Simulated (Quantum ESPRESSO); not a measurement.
WS2:

```
CELL_PARAMETERS angstrom
1.57900 0.91164 6.16333
-1.57900 0.91164 6.16333
0.00000 -1.82327 6.16333
ATOMIC_POSITIONS crystal
W 0.00000 0.00000 0.00000
S 0.75030 0.75030 0.75030
S 0.58100 0.58100 0.58100
```

Measurements of this composition are mostly on another form, of space group No. 194.

Base run:

- Program: Quantum ESPRESSO 7.5
- Functional: PBEsol
- Potentials or basis: GBRV 1.5 PBEsol
- Cutoff: 762 eV
- Density cutoff: 6095 eV
- k mesh: 7 × 7 × 7
- Occupations: gaussian, width 0.05 eV
- Spin: collinear spin, ferromagnetic start
- Starting moments: [2.0, 0.0, 0.0] μB
- Hubbard terms: W d U = 3 eV

Its results: band gap on the k mesh 1.19 eV, indirect (least direct gap 2.34 eV); pressure -0.2 GPa; net moment 0.00 μB per cell; largest force 0.607 eV/Å.

Q: The run is repeated on the same cell with these changes: hubbard terms from W d U = 3 eV to W d U = 6 eV. What comes out?

A: Band gap on the k mesh 1.38 eV, indirect (least direct gap 2.11 eV); pressure 0.4 GPa; net moment 0.00 μB per cell; largest force 0.615 eV/Å.

Caveats: spin-orbit coupling is left out, which moves the levels of the heavy elements; an odd mesh through Γ misses points on the zone boundary, where band edges often lie.
